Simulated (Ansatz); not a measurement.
An Ansatz input:

```yaml
crystal:
  lattice:
    - [0.0, 1.7715319892, 1.7715319892]
    - [1.7715319892, 0.0, 1.7715319892]
    - [1.7715319892, 1.7715319892, 0.0]
  atoms:
    - { symbol: Cr, position: [0.0, 0.0, 0.0], spin: 1.5 }
hamiltonian:
  xc: lda
  pseudopotentials:
    kind: paw
    azcp:
      Cr: "pseudopotentials/Cr.paw.azcp"
basis:
  ecutwfc: 420
  fft_grid_basis: typed
kpoints:
  mp_grid: { grid: [25, 25, 25], shift: [0, 0, 0] }
magnetization:
  spin_polarized: true
scf:
  occupations: { method: fermi_dirac, width: 0.05 }
output:
  write_density: true
  write_potential: true
  elf: true
  volumetric_format: npy
```

Terminal output

```
Warning: the record states the generating functional pbe (its physics header spells it `PBE`), which answers neither for hamiltonian.xc's functional nor for the lda family's — results may be inconsistent (PPs are generated against a specific XC)
Engine: ansatz 0.2.0, x86_64-unknown-linux-gnu
Pseudopotentials: kind: paw
Pseudopotential: Cr, paw, valence charge 14, recommended cutoff 420 eV (normal) 
Functional definition: SPW92
  exchange = slater_x
  correlation = pw_c
Crystal: 1 atoms, lattice volume = 11.119 Å³
Basis set: ecut = 420 eV, 229 PW (Γ)
Bands: 12, of which v1, the nominal top of the filled ones, is band 7 counted from 1 (6 counted from 0)
Symmetry: 48 space group operations
Space group: Fm-3m (ITA 225), of the structure as read, at distance tolerance 2.2e-5 Å
Magnetic group: BNS 225.116 (UNI 1618), of the structure as read, at distance tolerance 2.2e-5 Å
k-points: 455 of 15625
Non-local potential: Cr, projectors of the file, l = 0: 3, l = 1: 2, l = 2: 3, l = 3: 1
PAW form: soft (Blöchl's): semilocal exchange-correlation on the pseudo side does not see the compensation charge
PAW frozen core: Cr, regenerated for the run's functional, and the local potential with it (the file was generated under x = pbe(κ = 0.804, μ = 0.2195149727645171), c = pbe(β = 0.06672455060314922))
PAW one-centre angular grid: Cr, 590 points (default); XC on 64 Gauss nodes
Initial density: superposition of atomic densities (chi_scale 0.1, normalization cell)
Starting moments: Σ|m| = 1.5 μB on 1 of 1 site
Initial wavefunctions: pseudopotential atomic-orbital guess
Functional: x = slater, c = lda
SCF iter   1: F=—  HF=-3325.630555 eV  |F-HF|=—  |Δ(HF+E_count)|=         —  Δρ=2.29e-1 (↑2.29e-1 ↓7.05e-2)  dr2=5.81e0  dr2_m=1.26e0  M=0.201 μB ∫|m|=0.201 μB  β_m=0.30  ethr=3.10e-3  ⟨swp⟩=4.0  Hψ=50989  notcnv=0
Mixer restart at iter 1: flushing history
SCF iter   2: F=—  HF=-3322.872560 eV  |F-HF|=—  |Δ(HF+E_count)|=    2.76e0  Δρ=8.92e-2 (↑8.92e-2 ↓6.18e-2)  dr2=2.38e-1  dr2_m=5.25e-1  M=0.256 μB ∫|m|=0.256 μB  β_m=0.36  ethr=3.10e-3  ⟨swp⟩=2.0  Hψ=28794  notcnv=0  defer=349
SCF iter   3: F=—  HF=-3322.675169 eV  |F-HF|=—  |Δ(HF+E_count)|=   1.97e-1  Δρ=4.73e-2 (↑4.44e-2 ↓4.73e-2)  dr2=1.61e-2  dr2_m=2.02e-1  M=0.190 μB ∫|m|=0.190 μB  β_m=0.66  ethr=1.70e-3  ⟨swp⟩=2.0  Hψ=17632  notcnv=0  defer=322
SCF iter   4: F=—  HF=-3322.658648 eV  |F-HF|=—  |Δ(HF+E_count)|=   1.65e-2  Δρ=5.25e-3 (↑4.80e-3 ↓5.25e-3)  dr2=9.50e-4  dr2_m=2.17e-3  M=0.023 μB ∫|m|=0.023 μB  β_m=0.83  ethr=1.15e-4  ⟨swp⟩=2.0  Hψ=20933  notcnv=0  defer=322
SCF iter   5: F=—  HF=-3322.657801 eV  |F-HF|=—  |Δ(HF+E_count)|=   8.47e-4  Δρ=7.39e-4 (↑7.39e-4 ↓2.63e-4)  dr2=3.86e-5  dr2_m=1.73e-5  M=-0.001 μB ∫|m|=0.001 μB  β_m=0.81  ethr=6.78e-6  ⟨swp⟩=2.3  Hψ=19131  notcnv=0  defer=322
SCF iter   6: F=—  HF=-3322.657778 eV  |F-HF|=—  |Δ(HF+E_count)|=   2.37e-5  Δρ=1.74e-4 (↑1.70e-4 ↓1.74e-4)  dr2=8.95e-6  dr2_m=4.14e-8  M=0.000 μB ∫|m|=0.000 μB  β_m=0.90  ethr=2.76e-7  ⟨swp⟩=2.0  Hψ=17348  notcnv=0  defer=322
SCF iter   7: F=—  HF=-3322.657779 eV  |F-HF|=—  |Δ(HF+E_count)|=   1.36e-6  Δρ=6.39e-5 (↑6.39e-5 ↓1.90e-5)  dr2=2.74e-7  dr2_m=1.42e-7  M=0.000 μB ∫|m|=0.000 μB  β_m=0.87  ethr=6.39e-8  ⟨swp⟩=2.5  Hψ=14479  notcnv=0  defer=322
SCF iter   8: F=—  HF=-3322.657779 eV  |F-HF|=—  |Δ(HF+E_count)|=   2.76e-8  Δρ=1.10e-5 (↑1.10e-5 ↓5.64e-6)  dr2=3.78e-9  dr2_m=6.76e-9  M=0.000 μB ∫|m|=0.000 μB  β_m=0.94  ethr=1.96e-9  ⟨swp⟩=2.4  Hψ=14620  notcnv=0  defer=322
SCF iter   9: F=—  HF=-3322.657779 eV  |F-HF|=—  |Δ(HF+E_count)|=  7.80e-10  Δρ=1.02e-6 (↑5.88e-7 ↓1.02e-6)  dr2=1.90e-10  dr2_m=1.52e-11  M=-0.000 μB ∫|m|=0.000 μB  β_m=0.97  ethr=2.70e-11  ⟨swp⟩=1.7  Hψ=12981  notcnv=0  defer=322
SCF iter  10: F=-3322.657779 eV  HF=-3322.657779 eV  |F-HF|=4.55e-13  |Δ(HF+E_count)|=  3.87e-11  Δρ=5.00e-8 (↑2.67e-8 ↓5.00e-8)  dr2=4.44e-13  dr2_m=4.08e-14  M=-0.000 μB ∫|m|=0.000 μB  ethr=1.36e-12  ⟨swp⟩=2.3  Hψ=34746  notcnv=0
SCF 1 converged in 10 iterations: F = -3322.657779 eV  dr2 = 4.44e-13
WARN: the starting moments were not kept: the SCF closed with an absolute magnetisation of 4.4e-7 μB, where they sum to 1.5 μB in size (1 site). That is at most 0.1 of that sum. Measured as dr2_m measures the in/out step, that magnetisation stands 1.6e-13 eV from none, at or under the dr2_threshold of 1.0e-7 eV: it is no larger than a step whose dr2_m would equal this threshold. The system may hold no moment; this SCF shows only that its start led to no more than that. To try another start: raise the starting moments (crystal.atoms[].spin, magnetization.per_species, magnetization.initial_magnetization, or on a non-collinear deck that types none of these the spinor_matrix: blocks that start its atoms; where the total moment is fixed, keep their sum and leave initial_magnetization as it is; typed ones take the place of any that the run laid by itself, positive ones on a crystal's lanthanoids without a Hubbard term where scf.initial_density.shell_occupations: [] is typed) or, if the notice of its spin-set hold's release reads "site moments contracting" or "site moments show no strong build", lengthen the hold (scf.mixing.spin_hold: { on: { confirm: 4 } }; for m-r²SCAN on two components see the key's manual first). Each may lead to a state that holds a moment. A second SCF, from the converged charge density, with the starting moments and any scf.initial_density.shell_occupations laid on it anew, would have followed, and was not run: the deck does not ask for one (magnetization.retry_lost_moments is false, the default). To let it run, set magnetization.retry_lost_moments: true and run the deck again, where that key's refused combinations let it; where memory then withholds it, that run's warning says so.
SCF converged after 10 iterations
Magnetization: -0.0000 μB (7.0000 up, 7.0000 down)
Absolute magnetization: 0.0000 μB (∫|ρ↑−ρ↓|, with the PAW one-centre terms)
Spin contamination: 0.0000 ħ² per cell (⟨S²⟩ above its minimum at these occupations)
Per-site moments (μB) at R_I (Å): [(-3.942161219620529e-7, 1.0334463831880765)]
Free energy (F): -3322.657779 eV
Harris-Foulkes:  -3322.657779 eV  (|F-HF|=4.55e-13)
Internal energy: -3322.644327 eV  (E = F + TS)
E sigma→0 (E₀):  -3322.651053 eV
Entropy (-TS):   -0.013452 eV (-13.452 meV/atom)
Fermi energy:    19.668028 eV
--- Per-component energies (eV) ---
  E_band       = -132.438241
  E_kinetic    = 345.497832
  E_local      = -1149.248773  (includes V_loc(G=0)·N_el)
  E_nonlocal   = 84.281546
  E_hartree    = 503.727776
  E_xc         = -139.596505
  E_vxc        = -179.084695  (∫ρ·V_xc dr)
  E_paw        = -1141.569090  (= ΣΔE_a)
  E_vpaw       = -241.340017  (= ΣTr[D̂ρ^β])
  E_aug_tail   = 0.000285  (compensation charges beyond the density's cutoff)
  E_ewald      = -1826.102522
  E_core_change = 0.365125  (= ΣΔE_core)
  E_smearing   = -0.013452  (= −TS)
  E_closure    = 0.000000  (closes the sum)
  Σ components = -3322.657779   (vs F -3322.657779, Δ=0.00e0)
--- Band table (eV; the first three rows and the last of 910) ---
  k-point 0 ↑: bands = ["-51.1352", "-22.1838", "-22.1838", "-22.1838", "12.0051", "19.1949", "19.1949", "19.1949", "21.0963", "21.0963", "39.9949", "45.8981"]
  k-point 1 ↑: bands = ["-51.1315", "-22.2013", "-22.1860", "-22.1860", "12.0746", "19.1604", "19.2196", "19.2196", "21.0824", "21.0824", "40.0313", "45.2471"]
  k-point 2 ↑: bands = ["-51.1208", "-22.2527", "-22.1923", "-22.1923", "12.2794", "19.0619", "19.2881", "19.2881", "21.0452", "21.0452", "40.1019", "43.9052"]
  k-point 454 ↓: bands = ["-50.8220", "-22.8967", "-22.8528", "-22.5711", "16.5049", "17.8852", "18.1710", "20.8256", "22.8234", "29.8471", "30.6645", "32.6992"]
```
